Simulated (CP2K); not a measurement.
## C under changes of volume

One of the cells (5.672 Å³/atom); the others are scaled copies at fixed shape and fractional positions:

```
C
1.0
     2.52207    0.00000    0.00000
     1.26103    2.18417    0.00000
     1.26103    0.72806    2.05926
C
2
Direct
  0.75000 0.75000 0.75000
  0.50000 0.50000 0.50000
```

This isn't the form of C at room conditions, which is graphite.

| Property | Result |
| --- | --- |
| Program | CP2K 2026.2 |
| Functional | LDA |
| Potentials or basis | GTH_POTENTIALS C GTH-PADE-q4; TZVP-MOLOPT-PBE-GTH basis |
| Density cutoff | 6123 eV |
| k mesh | 13 × 13 × 13 |
| Occupations | fermi-dirac, width 0.05 eV |
| Spin | no spin polarisation |

| volume (Å³/atom) | energy over the lowest point (meV/atom) | pressure (GPa) | gap on the mesh (eV) |
| --- | --- | --- | --- |
| 5.332 | 10.70 | 18.1 | 4.68 |
| 5.445 | 1.75 | 7.4 | 4.63 |
| 5.558 | 0.00 | -2.3 | 4.58 |
| 5.672 | 4.82 | -11.1 | 4.53 |
| 5.785 | 15.58 | -19.2 | 4.48 |
| 5.899 | 31.78 | -26.4 | 4.43 |
| 6.012 | ? | ? | ? |

Q: What does the run at 6.012 Å³/atom give?

A: Energy over the lowest point 52.88 meV/atom; pressure -33.1 GPa; gap on the mesh 4.38 eV.

Worked out: A Birch-Murnaghan fit of order 3 (a polynomial in V^(-2/3)) to the other rows has its minimum at 5.53 Å³/atom with B0 = V·E''(V) = 463 GPa and B' = 3.9. It gives 52.72 meV/atom at 6.012 Å³/atom, against the run's 52.88, and -dE/dV = -32.9 GPa, against -33.1. A straight line through the other rows of the gap, of slope -2.47 eV per unit of ln V, extrapolates to 4.38 eV, against the run's 4.38.

Energies are extrapolated to zero smearing.

Caveats: an odd mesh through Γ misses points on the zone boundary, where band edges often lie; the basis of atomic orbitals isn't converged, which shifts pressures, moduli and gaps.
